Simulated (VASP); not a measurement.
# Mn (P6/mmm) in VASP: notebook

Runs on Mn. Level: PBEsol. Tasks: single point.

Everything below comes from runs of VASP 6.6.1. Logs are shortened: lines on timing, memory, paths and dates and some standing lists are left out, and cuts for length are marked.

### Step 1. The crystal as given

The structure is hexagonal, space group P6/mmm (No. 191). The conventional cell has a = 3.608 Å, b = 3.608 Å, c = 2.363 Å, α = 90.00°, β = 90.00°, γ = 120.00°. Mn (site symmetry -6m2) has 5 Mn at 2.08 to 2.36 Å as nearest neighbours.

The cell was built by a generator and needn't be a form met in nature.

### Step 2. Single point, PBEsol

INCAR reads:

```
PREC     = Accurate       # precision mode
ENCUT    = 520            # plane-wave cutoff, eV
EDIFF    = 1E-6           # SCF threshold, eV
ISMEAR   = 0              # smearing method
SIGMA    = 0.1            # smearing width, eV
LREAL    = F              # projectors in reciprocal space
LASPH    = T              # aspherical terms in the spheres
NELM     = 100            # most SCF steps
ALGO     = Fast           # electronic algorithm
ISIF     = 2              # what is computed and relaxed
LWAVE    = F              # write WAVECAR
LCHARG   = F              # write CHGCAR
GGA      = PS             # functional
NBANDS   = 20             # bands
```

KPOINTS reads:

```
Automatic mesh
0
Gamma
  18 18 24
```

POSCAR reads:

```
Mn
1.0
    3.6076285377      0.0000000000      0.0000000000
   -1.8038142688      3.1242979610      0.0000000000
    0.0000000000      0.0000000000      2.3628751584
Mn
2
Direct
    0.3333333333      0.6666666667      0.0000000000
    0.6666666667      0.3333333333      0.0000000000
```

Potentials or basis: VASP PAW PBE potentials, release 64 (Mn_pv).

Started as:

```sh
cat potpaw_PBE.64/Mn_pv/POTCAR > POTCAR
mpirun -np 1 vasp_std > vasp.out
```

OUTCAR:

```text
PREC = Accurate
   ENCUT = 520
   EDIFF = 1E-6
   ISMEAR = 0
   LREAL = F
   LASPH = T
   NELM = 100
   ISIF = 2
   GGA = PS

 ion  position               nearest neighbor table
   1  0.333  0.667  0.000-   2 2.08   2 2.08   2 2.08   2 3.15   2 3.15   2 3.15   2 3.15   2 3.15
                             2 3.15
   2  0.667  0.333  0.000-   1 2.08   1 2.08   1 2.08   1 3.15   1 3.15   1 3.15   1 3.15   1 3.15
                             1 3.15

  LATTYP: Found a hexagonal cell.
 ALAT       =     3.6076285377
 C/A-ratio  =     0.6549663120

  Lattice vectors:

 A1 = (   3.6076285377,   0.0000000000,   0.0000000000)
 A2 = (  -1.8038142688,   3.1242979610,   0.0000000000)
 A3 = (   0.0000000000,   0.0000000000,   2.3628751584)

Analysis of symmetry for initial positions (statically):
=====================================================================
 Subroutine PRICEL returns:
 Original cell was already a primitive cell.

 Routine SETGRP: Setting up the symmetry group for a
 hexagonal supercell.

 Subroutine GETGRP returns: Found 24 space group operations
 (whereof 24 operations were pure point group operations)
 out of a pool of 24 trial point group operations.

The static configuration has the point symmetry D_6h.

Analysis of symmetry for dynamics (positions and initial velocities):
=====================================================================
 Subroutine PRICEL returns:
 Original cell was already a primitive cell.

 Routine SETGRP: Setting up the symmetry group for a
 hexagonal supercell.

 Subroutine GETGRP returns: Found 24 space group operations
 (whereof 24 operations were pure point group operations)
 out of a pool of 24 trial point group operations.

The dynamic configuration has the point symmetry D_6h.

 Subroutine INISYM returns: Found 24 space group operations
 (whereof 24 operations are pure point group operations),
 and found     1 'primitive' translations

----------------------------------------------------------------------------------------

                                     Primitive cell

  volume of cell :      26.6327

  direct lattice vectors                    reciprocal lattice vectors
     3.607628538  0.000000000  0.000000000     0.277190401  0.160035952  0.000000000
    -1.803814269  3.124297961  0.000000000     0.000000000  0.320071905  0.000000000
     0.000000000  0.000000000  2.362875158     0.000000000  0.000000000  0.423213218

  length of vectors
     3.607628538  3.607628538  2.362875158     0.320071905  0.320071905  0.423213218

  position of ions in fractional coordinates (direct lattice)
     0.333333333  0.666666667  0.000000000
     0.666666667  0.333333333  0.000000000

  ion indices of the primitive-cell ions
   primitive index   ion index
                 1           1
                 2           2

----------------------------------------------------------------------------------------

 KPOINTS: Automatic mesh

Automatic generation of k-mesh.
 Grid dimensions read from file:
 generate k-points for:   18   18   24

 Generating k-lattice:

  Cartesian coordinates                     Fractional coordinates (reciprocal lattice)
     0.015399467  0.008890886  0.000000000     0.055555556  0.000000000  0.000000000
     0.000000000  0.017781772  0.000000000     0.000000000  0.055555556  0.000000000
     0.000000000  0.000000000  0.017633884     0.000000000  0.000000000  0.041666667

  Length of vectors
     0.017781772  0.017781772  0.017633884

  Shift w.r.t. Gamma in fractional coordinates (k-lattice)
     0.000000000  0.000000000  0.000000000

 Subroutine IBZKPT returns following result:
 ===========================================

 Found    481 irreducible k-points:

 Following reciprocal coordinates:
            Coordinates               Weight
  0.000000  0.000000  0.000000      1.000000
  0.055556  0.000000  0.000000      6.000000
  0.111111  0.000000  0.000000      6.000000
  0.166667 -0.000000  0.000000      6.000000
  0.222222  0.000000  0.000000      6.000000
  0.277778  0.000000  0.000000      6.000000
[... 16 lines left out ...]
  0.333333  0.111111  0.000000     12.000000
  0.388889  0.111111  0.000000     12.000000
 [... further k-points ...]
   k-points           NKPTS =    481   k-points in BZ     NKDIM =    481   number of bands    NBANDS=     20
   number of dos      NEDOS =    301   number of ions     NIONS =      2
   total plane-waves  NPLWV =  14112
   dimension x,y,z NGX =    28 NGY =   28 NGZ =   18
   dimension x,y,z NGXF=    56 NGYF=   56 NGZF=   36
   ions per type =               2
   NGX,Y,Z   is equivalent  to a cutoff of  12.90, 12.90, 12.66 a.u.
   NGXF,Y,Z  is equivalent  to a cutoff of  25.81, 25.81, 25.33 a.u.
 SYSTEM =  unknown system
   PREC   = accura    normal or accurate (medium, high low for compatibility)
   ISTART =      0    job   : 0-new  1-cont  2-samecut
   ICHARG =      2    charge: 1-file 2-atom 10-const
   ISPIN  =      1    spin polarized calculation?
   LNONCOLLINEAR =      F non collinear calculations
   LSORBIT =      F    spin-orbit coupling
   LASPH  =      T    aspherical Exc in radial PAW
   ENCUT  =  520.0 eV  38.22 Ry    6.18 a.u.   6.71  6.71  4.39*2*pi/ulx,y,z
   NELM   =    100;   NELMIN=  2; NELMDL= -5     # of ELM steps
   EDIFF  = 0.1E-05   stopping-criterion for ELM
   LREAL  =      F    real-space projection
   EDIFFG = 0.1E-04   stopping-criterion for IOM
   NSW    =      0    number of steps for IOM
   IBRION =     -1    ionic relax: 0-MD 1-quasi-New 2-CG
   NFREE  =      0    steps in history (QN), initial steepest desc. (CG)
   ISIF   =      2    stress and relaxation
   ISYM   =      2    0-nonsym 1-usesym 2-fastsym
   POTIM  = 0.5000    time-step for ionic-motion
   TEBEG  =    0.0;   TEEND  =   0.0 temperature during run
   PSTRESS=    0.0 pullay stress
   NELECT =      26.0000    total number of electrons
   NUPDOWN=      -1.0000    fix difference up-down
   EMIN   =  10.00;   EMAX   =-10.00  energy-range for DOS
   EFERMI =   0.00;   METHOD = LEGACY
   ISMEAR =     0;   SIGMA  =   0.10  broadening in eV -4-tet -1-fermi 0-gaus
   EFERMI_NEDOS =   21; number of points for ismear=-14 and -15
   IALGO  =     68    algorithm
   IMIX   =      4    mixing-type and parameters
     AMIX     =   0.40;   BMIX     =  1.00
     AMIX_MAG =   1.60;   BMIX_MAG =  1.00
  volume/ion in A,a.u.               =      13.32        89.86
  Fermi-wavevector in a.u.,A,eV,Ry     =   1.624031  3.068973 35.885041  2.637476
  Thomas-Fermi vector in A             =   2.717384
   LORBIT       =      0    0 simple, 1 ext, 2 COOP (PROOUT), +10 PAW based schemes
   GGA     = PS    functional components
   LHFCALC =     F    Hartree Fock is set to
   AEXX    =    0.0000 exact exchange contribution
   IVDW    =     0    specifies the selected vdW correction
   LEPSILON=     F    determine dielectric tensor
   LRPA    =     F    only Hartree local field effects (RPA)
 non-spin polarized calculation
 RMM-DIIS sequential band-by-band and
 Gauss-broadening in eV      SIGMA  =   0.10
  energy-cutoff  :      520.00
  volume of cell :       26.63
 maximum number of plane-waves:       738
 NGX is ok and might be reduce to    28

 number of electron      25.9999978 magnetization

 Free energy of the ion-electron system (eV)
  ---------------------------------------------------
  ext. energy  EPLUGINS =         0.00000000
  ---------------------------------------------------
  free energy    TOTEN  =       -17.22742239 eV

  energy without entropy =      -17.21329620  energy(sigma->0) =      -17.22035929

 E-fermi :   7.7948     XC(G=0): -12.5956

 val. band max:        7.7912395383   @ k =   0.2778   0.2222   0.1250
 cond. band min:       7.7982394616   @ k =   0.1667   0.0556   0.5000
 fundamental gap:      0.0069999233
 Fermi energy:         7.7947539929

 k-point     1 :       0.0000    0.0000    0.0000
  band No.  band energies     occupation
      1     -40.7884      2.00000
      2     -40.7884      2.00000
      3     -39.9650      2.00000
      4     -39.6738      2.00000
      5     -39.5930      2.00000
      6     -39.5930      2.00000
[... 12 lines left out ...]
     19      16.6316      0.00000
     20      19.3152      0.00000

 k-point     2 :       0.0556    0.0000    0.0000
  band No.  band energies     occupation
      1     -40.7919      2.00000
      2     -40.7819      2.00000
      3     -39.9631      2.00000
      4     -39.6758      2.00000
      5     -39.5999      2.00000
      6     -39.5892      2.00000
[... 12 lines left out ...]
     19      16.3886      0.00000
     20      19.0100      0.00000

 k-point     3 :       0.1111    0.0000    0.0000
  band No.  band energies     occupation
      1     -40.8021      2.00000
      2     -40.7630      2.00000
      3     -39.9573      2.00000
      4     -39.6817      2.00000
      5     -39.6199      2.00000
      6     -39.5782      2.00000
[... 12 lines left out ...]
     19      15.8128      0.00000
     20      18.8156      0.00000

 k-point     4 :       0.1667   -0.0000    0.0000
  band No.  band energies     occupation
      1     -40.8173      2.00000
      2     -40.7326      2.00000
      3     -39.9479      2.00000
      4     -39.6911      2.00000
      5     -39.6519      2.00000
      6     -39.5616      2.00000
[... 12 lines left out ...]
     19      15.1054      0.00000
     20      18.7617      0.00000

 k-point     5 :       0.2222    0.0000    0.0000
  band No.  band energies     occupation
      1     -40.8355      2.00000
      2     -40.6929      2.00000
      3     -39.9354      2.00000
      4     -39.7038      2.00000
      5     -39.6937      2.00000
      6     -39.5419      2.00000
[... 12 lines left out ...]
     19      14.3639      0.00000
     20      18.7532      0.00000
[... 353 lines left out ...]
      6     -39.5075      2.00000
[... 12 lines left out ...]
     19      12.9711      0.00000
     20      19.5927      0.00000

 k-point    22 :       0.2778    0.1111    0.0000
  band No.  band energies     occupation
      1     -40.8867      2.00000
      2     -40.5647      2.00000
      3     -39.8988      2.00000
      4     -39.8259      2.00000
      5     -39.7408      2.00000
      6     -39.4877      2.00000
[... 12 lines left out ...]
     19      12.3302      0.00000
     20      19.6284      0.00000

 k-point    23 :       0.3333    0.1111    0.0000
  band No.  band energies     occupation
      1     -40.9014      2.00000
      2     -40.5140      2.00000
      3     -39.8822      2.00000
      4     -39.8780      2.00000
      5     -39.7575      2.00000
      6     -39.4719      2.00000
[... 12 lines left out ...]
     19      11.7413      0.00000
     20      19.6296      0.00000

 k-point    24 :       0.3889    0.1111    0.0000
  band No.  band energies     occupation
      1     -40.9109      2.00000
      2     -40.4759      2.00000
      3     -39.9170      2.00000
      4     -39.8684      2.00000
      5     -39.7714      2.00000
      6     -39.4617      2.00000
[... 12 lines left out ...]
     19      11.2562      0.00000
     20      19.6225      0.00000

 [... further k-points ...]

------------------------ aborting loop because EDIFF is reached ----------------------------------------

  FORCE on cell =-STRESS in cart. coord.  units (eV):
  Direction    XX          YY          ZZ          XY          YZ          ZX
  --------------------------------------------------------------------------------------
  -------------------------------------------------------------------------------------
  Total        0.1860174      0.1860174     -0.0108412      0.0000000     -0.0000000      0.0000000
  in kB       11.1904909     11.1904909     -0.6521865      0.0000000     -0.0000000      0.0000000
  external PRESSURE =       7.2429318 kB  Pullay stress =       0.0000000 kB

 VOLUME and BASIS-vectors are now :
 -----------------------------------------------------------------------------
  energy-cutoff  :      520.00
  volume of cell :       26.63
      direct lattice vectors                 reciprocal lattice vectors
     3.607628538  0.000000000  0.000000000     0.277190401  0.160035952  0.000000000
    -1.803814269  3.124297961  0.000000000     0.000000000  0.320071905  0.000000000
     0.000000000  0.000000000  2.362875158     0.000000000  0.000000000  0.423213218

 POSITION                                       TOTAL-FORCE (eV/Angst)
 -----------------------------------------------------------------------------------
     -0.00000      2.08287      0.00000        -0.000000      0.000000     -0.000000
      1.80381      1.04143      0.00000         0.000000     -0.000000      0.000000
 -----------------------------------------------------------------------------------
    total drift:                                0.000000     -0.000000     -0.000000

  FREE ENERGIE OF THE ION-ELECTRON SYSTEM (eV)
  ---------------------------------------------------
  free  energy   TOTEN  =       -17.2274223921 eV

  energy  without entropy=      -17.2132961958  energy(sigma->0) =      -17.22035929
```

It took 3.1 min on 1 thread of Intel Xeon Platinum 8488C (Sapphire Rapids), shared host; peak memory 0.3 GiB.

Results:

```
Free energy            : -17.2274 eV
Pressure               : 0.7 GPa
Band gap on the k mesh : none (metal or under the smearing width)
```

Stress tensor (GPa, compression positive):
```
 1.12  0.00  0.00
 0.00  1.12  0.00
 0.00  0.00 -0.07
```

Caveat: the PAW data sets were made with another functional, which shifts forces and pressure a little; the run has no spin polarisation, though such a crystal can be magnetic.

### Step 3. Single point, PBEsol, collinear spin, typed start

This run uses another cell than the first one: it holds 8 atoms, not 2.

INCAR reads:

```
ALGO = Normal
EDIFF = 1E-6
ENCUT = 520
GGA = PS
ISIF = 2
ISMEAR = 0
ISPIN = 2
LASPH = T
LCHARG = T
LELF = T
LMAXMIX = 4
LORBIT = 11
LREAL = F
LVHAR = T
LWAVE = F
MAGMOM = 4 4 4 4 4 4 4 4
NBANDS = 66
NELM = 150
PREC = Accurate
SIGMA = 0.1
```

KPOINTS reads:

```
k-points
0
Gamma
  4 4 4
```

POSCAR reads:

```
Mn
1.0
    4.7264790206      0.0000000000      0.0000000000
    0.0000000000      4.7264790206      0.0000000000
    0.0000000000      0.0000000000      4.7264790206
Mn
8
Direct
    0.5000000000      0.5000000000      0.5000000000
    0.0000000000      0.0000000000      0.0000000000
    0.2500000000      0.0000000000      0.5000000000
    0.5000000000      0.2500000000      0.0000000000
    0.5000000000      0.7500000000      0.0000000000
    0.7500000000      0.0000000000      0.5000000000
    0.0000000000      0.5000000000      0.7500000000
    0.0000000000      0.5000000000      0.2500000000
```

Potentials or basis: VASP PAW PBE potentials, release 64 (Mn_pv).

Started as:

```sh
cat potpaw_PBE.64/Mn_pv/POTCAR > POTCAR
mpirun -np 1 vasp_std > vasp.out
```

Wall time 3.6 min (1 thread of Intel Xeon Platinum 8488C (Sapphire Rapids), shared host); peak memory 0.29 GiB.

Results (log left out):

* Free energy: -74.3011 eV
* Pressure: -38.4 GPa
* Band gap on the k mesh: none (metal or under the smearing width)
* Net moment: 7.77 μB per cell
* Site moments: Mn +1.29, +0.86 μB
* Valence electrons inside the program's atomic spheres: Mn 11.67, 11.66

Levels at points of the mesh, in eV from the Fermi level:
Spin up:
| k point | band 52 | band 53 | band 54 | band 55 | band 56 | band 57 | band 58 | band 59 | band 60 | band 61 |
| --- | --- | --- | --- | --- | --- | --- | --- | --- | --- | --- |
| (0.00, 0.00, 0.00) | -0.40 | -0.08 | -0.08 | -0.08 | 0.02 | 0.02 | 0.02 | 0.02 | 0.58 | 0.58 |
| (0.50, 0.00, 0.00) | -0.58 | -0.56 | -0.56 | -0.21 | -0.21 | 0.31 | 0.31 | 0.36 | 0.36 | 0.46 |
| (0.50, 0.50, 0.00) | -0.27 | -0.20 | -0.20 | -0.11 | -0.10 | 0.07 | 0.07 | 0.38 | 0.38 | 0.44 |
| (0.50, 0.50, 0.50) | -0.37 | -0.37 | -0.37 | 0.29 | 0.29 | 0.29 | 0.29 | 0.29 | 0.29 | 0.52 |
Spin down:
```
           k point  band 45  band 46  band 47  band 48  band 49  band 50  band 51  band 52
(0.00, 0.00, 0.00)    -0.83    -0.83     0.04     0.04     0.04     0.58     0.58     0.58
(0.50, 0.00, 0.00)    -0.63    -0.63    -0.33    -0.33     0.14     0.14     0.38     0.38
(0.50, 0.50, 0.00)    -0.40    -0.16    -0.16    -0.09    -0.06    -0.06     0.07     0.32
(0.50, 0.50, 0.50)    -0.99    -0.99    -0.99    -0.99     0.52     0.52     0.52     0.52
```

Caveat: a pressure of tens of GPa on the cell as given is suspect, and the run, the potentials or the cell itself is likely at fault; the PAW data sets were made with another functional, which shifts forces and pressure a little; the moment fell far below its start of 4 μB, so a state of higher moment may lie lower in energy.
